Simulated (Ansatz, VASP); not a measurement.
**One calculation of MgH2, two programs**

File POSCAR:

```
MgH2
1.0
    4.4719266353      0.0000000000      0.0000000000
    0.0000000000      4.4719266353      0.0000000000
    0.0000000000      0.0000000000      2.9938528739
Mg H
2 4
Direct
    0.5000000000      0.5000000000      0.5000000000
    0.0000000000      0.0000000000      0.0000000000
    0.6956008354      0.6956008354      0.0000000000
    0.8043991646      0.1956008354      0.5000000000
    0.3043991646      0.3043991646      0.0000000000
    0.1956008354      0.8043991646      0.5000000000
```

Contents of INCAR.step1:

```
PREC     = Accurate       # precision mode
ENCUT    = 520            # plane-wave cutoff, eV
ISMEAR   = -1             # smearing method
SIGMA    = 0.03           # smearing width, eV
LREAL    = False          # projectors in reciprocal space
LASPH    = True           # aspherical terms in the spheres
NELM     = 100            # most SCF steps
NBANDS   = 13             # bands
GGA      = PE             # functional
ALGO     = Normal         # electronic algorithm
EDIFF    = 1E-4           # SCF threshold, eV
LWAVE    = True           # write WAVECAR
LCHARG   = False          # write CHGCAR
```

File INCAR.step2:

```
PREC     = Accurate       # precision mode
ENCUT    = 520            # plane-wave cutoff, eV
EDIFF    = 1E-6           # SCF threshold, eV
ISMEAR   = -1             # smearing method
SIGMA    = 0.03           # smearing width, eV
LREAL    = False          # projectors in reciprocal space
LASPH    = True           # aspherical terms in the spheres
NELM     = 100            # most SCF steps
ALGO     = Normal         # electronic algorithm
ISIF     = 2              # what is computed and relaxed
LWAVE    = False          # write WAVECAR
LCHARG   = True           # write CHGCAR
METAGGA  = R2SCAN         # meta-GGA
LMIXTAU  = True         
LUSE_VDW = True         
IVDW_NL  = 2            
BPARAM   = 11.95        
CPARAM   = 0.0093       
LELF     = True           # ELF
LVHAR    = True         
NBANDS   = 13             # bands
ISTART   = 1
```

Contents of KPOINTS:

```
regular mesh
0
Gamma
  6 6 10
```

Input for Ansatz:

```yaml
crystal:
  lattice:
    - [4.4719266353, 0.0, 0.0]
    - [0.0, 4.4719266353, 0.0]
    - [0.0, 0.0, 2.9938528739]
  atoms:
    - { symbol: Mg, position: [0.5, 0.5, 0.5] }
    - { symbol: Mg, position: [0.0, 0.0, 0.0] }
    - { symbol: H, position: [0.6956008354, 0.6956008354, 0.0] }
    - { symbol: H, position: [0.8043991646, 0.1956008354, 0.5] }
    - { symbol: H, position: [0.3043991646, 0.3043991646, 0.0] }
    - { symbol: H, position: [0.1956008354, 0.8043991646, 0.5] }
kpoints:
  mp_grid: { grid: [6, 6, 10] }
  band_path:
    path:
      - [0.0, 0.0, 0.0]
      - [0.0, 0.5, 0.0]
      - [0.5, 0.5, 0.0]
      - [0.0, 0.0, 0.5]
      - [0.0, 0.5, 0.5]
      - [0.5, 0.5, 0.5]
    npoints: 1
hamiltonian:
  xc: r2scan
  dispersion: rvv10
scf:
  occupations: { method: fermi_dirac, width: 0.03 }
  n_extra_bands: 5
output:
  forces: true
  stress: true
  eigenvalues: true
```

Alike in both runs: task single point; functional r2SCAN; dispersion rVV10; k mesh 6 × 6 × 10; occupations fermi-dirac, width 0.03 eV; no spin polarisation.

```csv
,VASP,Ansatz
version,VASP 6.6.1,Ansatz 0.2.0
potentials or method,"VASP PAW PBE potentials, release 64 (Mg, H)","plane waves, PAW"
plane-wave cutoff (eV),520,500
valence electrons in the cell,8,24
```

|  | VASP | Ansatz | Ansatz less VASP |
| --- | --- | --- | --- |
| gap on the k mesh at the Fermi level (eV) | 4.42 | 4.44 | +0.016 |
| pressure (GPa) | -0.4 | 0.0 | +0.41 |
| largest component of the traceless stress (GPa) | 0.06 | 0.02 | -0.043 |
| rms of the force components (eV/Å) | 0.004 | 0.004 | -0.0005 |

Atom by atom the forces differ by 0.001 eV/Å (rms over components). The two sets of potentials don't hold the same shells in valence.

Caveats: the PAW data sets were made with another functional, which shifts forces and pressure a little (VASP). A k mesh can miss the band edges. r2SCAN opens gaps a little over a GGA but as a rule still falls short of measured ones.
